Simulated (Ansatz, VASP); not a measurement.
**Two plane-wave programs on RbBr**

File POSCAR:

```
RbBr
1.0
    0.0000000000      3.5553066430      3.4608260907
    3.5553066430      0.0000000000      3.4608260907
    3.5553066430      3.5553066430      0.0000000000
Rb Br
1 1
Direct
    0.0000000000      0.0000000000      0.0000000000
    0.5000000000      0.5000000000      0.5000000000
```

File INCAR.step1:

```
SYSTEM = RbBr
ALGO = Normal ; EDIFF = 1E-4
ENCUT = 520 ; GGA = PE
ISMEAR = 0 ; LASPH = .True.
LCHARG = .False. ; LREAL = .False.
LWAVE = .True. ; NBANDS = 15
NELM = 80 ; PREC = Accurate
SIGMA = 0.01
```

The input INCAR.step2:

```
SYSTEM = RbBr
ALGO = Normal ; EDIFF = 1E-6
ENCUT = 520 ; ISIF = 2
ISMEAR = 0 ; ISTART = 1
LASPH = .True. ; LCHARG = .False.
LMIXTAU = .True. ; LREAL = .False.
LWAVE = .False. ; METAGGA = R2SCAN
NBANDS = 15 ; NELM = 80
PREC = Accurate ; SIGMA = 0.01
```

KPOINTS

```
k-points
0
Gamma
  6 6 6
  0 0 0
```

Input for Ansatz:

```yaml
crystal:
  lattice:
    - [0.0, 3.555306643, 3.4608260907]
    - [3.555306643, 0.0, 3.4608260907]
    - [3.555306643, 3.555306643, 0.0]
  atoms:
    - { symbol: Rb, position: [0.0, 0.0, 0.0] }
    - { symbol: Br, position: [0.5, 0.5, 0.5] }
kpoints:
  mp_grid: { grid: [6, 6, 6] }
  band_path:
    path:
      - [0.0, 0.0, 0.0]
      - [0.5, 0.0, 0.5]
      - [0.625, 0.25, 0.625]
      - [0.375, 0.375, 0.75]
      - [0.5, 0.5, 0.5]
      - [0.5, 0.25, 0.75]
    npoints: 1
hamiltonian:
  xc: r2scan
scf:
  occupations: { method: fixed }
  n_extra_bands: 4
output:
  forces: true
  stress: true
  eigenvalues: true
```

Change from the starting cell: biaxial_xy strain +2.7%.

Alike in both runs: task single point; functional r2SCAN; k mesh 6 × 6 × 6; no spin polarisation.

```csv
,VASP,Ansatz
version,VASP 6.6.1,Ansatz 0.2.0
potentials or method,"VASP PAW PBE potentials, release 64 (Rb_sv, Br)","plane waves, PAW"
plane-wave cutoff (eV),520,500
occupations,"gaussian, width 0.01 eV",fixed
valence electrons in the cell,16,16
```

|  | VASP | Ansatz | Ansatz less VASP |
| --- | --- | --- | --- |
| gap on the k mesh at the Fermi level (eV) | 4.74 | 4.74 | 0.000 |
| pressure (GPa) | -0.6 | -0.6 | -0.01 |
| largest component of the traceless stress (GPa) | 0.44 | 0.43 | -0.004 |

Caveats: the PAW data sets were made with another functional, which shifts forces and pressure a little (VASP).
